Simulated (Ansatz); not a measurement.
CdSe (zincblende): G0W0 against its settings

CdSe (zincblende), relaxed with r2SCAN; one-shot G0W0 in Ansatz without spin-orbit coupling. (Simulation; spin polarisation is off.)

Space group F-43m (No. 216). a = 6.136 Å, b = 6.136 Å, c = 6.136 Å, α = 90.00°, β = 90.00°, γ = 90.00°
```
atom  site  symmetry       x       y       z
  Cd    4a      -43m  0.0000  0.0000  0.0000
  Se    4d      -43m  0.2500  0.2500  0.7500
```

Gaps are read over the mesh points alone. G0W0 here is at a finite number of bands, screening cutoff and k mesh, not at the basis limit.
```json
{"start": "PBE", "potentials": "PAW", "frequency model": "contour deformation", "mesh": "4×4×4", "empty bands": "93", "screening cutoff (eV)": "80", "Kohn-Sham gap (eV)": "0.54", "G0W0 gap (eV)": "1.05", "rough cost": "6 core-seconds"}
{"start": "PBE", "potentials": "PAW", "frequency model": "contour deformation", "mesh": "4×4×4", "empty bands": "217", "screening cutoff (eV)": "140", "Kohn-Sham gap (eV)": "0.54", "G0W0 gap (eV)": "1.10", "rough cost": "27 core-seconds"}
{"start": "PBE", "potentials": "PAW", "frequency model": "contour deformation", "mesh": "4×4×4", "empty bands": "399", "screening cutoff (eV)": "210", "Kohn-Sham gap (eV)": "0.54", "G0W0 gap (eV)": "1.10", "rough cost": "120 core-seconds"}
{"start": "PBE", "potentials": "PAW", "frequency model": "contour deformation", "mesh": "6×6×6", "empty bands": "93", "screening cutoff (eV)": "80", "Kohn-Sham gap (eV)": "0.55", "G0W0 gap (eV)": "1.12", "rough cost": "40 core-seconds"}
{"start": "PBE", "potentials": "PAW", "frequency model": "Godby-Needs pole", "mesh": "4×4×4", "empty bands": "217", "screening cutoff (eV)": "140", "Kohn-Sham gap (eV)": "0.54", "G0W0 gap (eV)": "1.19", "rough cost": "20 core-seconds"}
{"start": "PBE", "potentials": "norm-conserving", "frequency model": "contour deformation", "mesh": "4×4×4", "empty bands": "217", "screening cutoff (eV)": "140", "Kohn-Sham gap (eV)": "0.54", "G0W0 gap (eV)": "1.09", "rough cost": "50 core-seconds"}
{"start": "r2SCAN", "potentials": "PAW", "frequency model": "contour deformation", "mesh": "4×4×4", "empty bands": "217", "screening cutoff (eV)": "140", "Kohn-Sham gap (eV)": "1.02", "G0W0 gap (eV)": "1.43", "rough cost": "30 core-seconds"}
```

G0W0 moves the gap on the mesh from 0.54 eV (PBE) to 1.10 eV (direct at Γ). Renormalisation factors Z lie between 0.69 and 0.74.

Raising bands and cutoff together moves the gap by +0.05 eV (80 to 140 eV), then 0.00 eV (140 to 210 eV); the last step is small, which bounds nothing strictly. A 6×6×6 mesh in place of 4×4×4 changes the opening over PBE by +0.05 eV (the gap on the mesh by +0.07 eV). The Godby-Needs plasmon pole differs from contour deformation by +0.09 eV. Norm-conserving potentials (wave cutoff 1170 eV against 420 eV) shift the quasiparticle gap by -0.01 eV and the PBE gap by 0.00 eV. Starting from r2SCAN (1.02 eV against PBE's 0.54 eV) gives 1.43 eV, +0.33 eV from G0W0@PBE at the same screening cutoff. On these meshes the dielectric constant comes out too large, which adds an error that these runs don't bound. r2SCAN runs take a wave cutoff of 500 eV.

With a shallow d shell on the cation, G0W0 converges slowly in bands and cutoff, so these values are in doubt.
